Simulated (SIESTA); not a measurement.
Crystal: TaN.

```
Ta N
1.0
     0.00000    2.21132    2.21132
     2.21132    0.00000    2.21132
     2.21132    2.21132    0.00000
Ta N
1 1
Direct
  0.50000 0.50000 0.50000
  0.00000 0.00000 0.00000
```

The cell comes from a database or a generator and needn't be the stable form of this composition.

Base run:

* Program: SIESTA 5.4.2
* Functional: vdW-DF-cx
* Potentials or basis: PseudoDojo 0.4 standard (PBE files)
* Basis: DZP (energy shift 0.003 Ry; two zetas on semicore shells)
* Grid cutoff: 800 Ry
* Energy shift: 0.003 Ry
* k mesh: 10 × 10 × 10
* Occupations: fermi-dirac, width 0.05 eV
* Spin: no spin polarisation

Its results: band gap on the k mesh none (metal or under the smearing width); pressure -1.8 GPa.

Problem. The run is repeated on the same cell with these changes: functional from vdW-DF-cx to BLYP. What comes out?

Solution. Band gap on the k mesh none (metal or under the smearing width); pressure 16.5 GPa.

Caveats: short orbitals over semicore shells can move pressures by several GPa; the potentials were made for another functional, which shifts forces and pressure; the basis of atomic orbitals isn't converged, which shifts pressures, moduli and gaps.

Not every run made on this cell is shown here.
